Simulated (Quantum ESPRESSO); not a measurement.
## WC (Qusongite) in Quantum ESPRESSO: convergence with smearing width

The system is WC (Qusongite).

```xyz
2
Lattice="2.9065 0.0000 0.0000 -1.4532 2.5171 0.0000 0.0000 0.0000 2.8366" Properties=species:S:1:pos:R:3 pbc="T T T"
W     0.0000    0.0000    0.0000
C     1.4533    0.8390    1.4183
```

| Quantity | Value |
| --- | --- |
| Program | Quantum ESPRESSO 7.5 |
| Task | single point |
| Functional | PBE |
| Potentials or basis | GBRV 1.5 PBE |
| Cutoff | 612 eV |
| Density cutoff | 4898 eV |
| k mesh | 10 × 10 × 9 |
| Occupations | fermi-dirac, width 0.5 eV |
| Spin | no spin polarisation |

These are the settings of the first run; the series varies smearing width, with any setting tied to it.

Hardware: 1 thread of Intel(R) Xeon(R) Platinum 8488C (Sapphire Rapids), on a shared host.

```tsv
smearing width	energy less the tightest run, at zero smearing (meV/atom)	pressure (GPa)	SCF cycles	CPU time (s)	peak memory (GiB)
0.5 eV	21.83	6.77	9	12	0.16
0.3 eV	5.38	5.28	9	13	0.16
0.2 eV	1.51	4.97	9	12	0.16
0.136 eV	0.21	4.88	9	12	0.16
0.1 eV	-0.14	4.86	9	12	0.16
0.05 eV	-0.21	4.85	9	13	0.16
0.025 eV	-0.09	4.85	9	12	0.16
0.01 eV	0.00	4.84	9	12	0.16
```

Against the tightest run, the energy stays within 1 meV/atom from 0.136 eV on; the pressure stays within 0.1 GPa from 0.136 eV on. Narrower smearing needs a denser k mesh, so at a fixed mesh the narrowest width isn't the most accurate. The tightest run that finished is the yardstick and may itself not be fully converged.

Spin-orbit coupling is left out, which matters for the levels of W.
